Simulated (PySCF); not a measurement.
Structure problem from calculated spectra and properties.

Formula: CHF3.

| Property | Result |
| --- | --- |
| 13C NMR | chemical shifts (computed TMS as zero) by class: 124.4 (1 C) ppm [GIAO PBE0/pcSseg-1] |
| Rotational structure | rotational constants A, B, C: 10.439, 10.437, 5.734 GHz [GFN2-xTB] |
| Dipole | 1.62 D [PBE0/pcSseg-1] |
| Couplings | largest of the computed one-bond spin–spin couplings (means over like bonds): 19F–13C -349.3 (×3), 13C–1H +240.8 Hz [B3LYP/pcJ-1] |
| NMR, other nuclei | isotropic shieldings of nuclei other than C and H, by class: 263 (3 F) ppm [GIAO PBE0/pcSseg-1] |
| 1H NMR | chemical shifts (computed TMS as zero) by class: 6.64 (1 H) ppm [GIAO PBE0/pcSseg-1] |

Electronic properties: PySCF, gas phase, density fitting. Levels stand in brackets. Isolated species at its GFN2-xTB geometry, gas phase. NMR classes are plain means over equivalent atoms (diastereotopic ones count apart unless rotation or inversion swaps them), as if these changed places fast.

**Question.** Propose a structure and show how it fits.

**Answer.** Numbering: `[F:1][CH:2]([F:3])[F:4]`. Its formula, CHF3, gives 0 degrees of unsaturation, so no ring and no π bond. The one carbon: CF3 carbon [C2] (124.4 ppm). The one hydrogen (6.64 ppm): methine hydrogen. The other shieldings belong to: 263 ppm, fluorine of a CF3 group [F1/F3/F4]. The couplings run between: -349.3 Hz, fluorine of a CF3 group [F1] and CF3 carbon [C2] (with 2 like pairs); +240.8 Hz, CF3 carbon [C2] and its hydrogen. The optimised geometry has point group C3v and is an oblate symmetric top (the spread among constants that symmetry makes equal is optimisation noise). Structure: `FC(F)F` (trifluoromethane). The assignments are read from this structure; whether some other isomer fits the data as well wasn't checked.
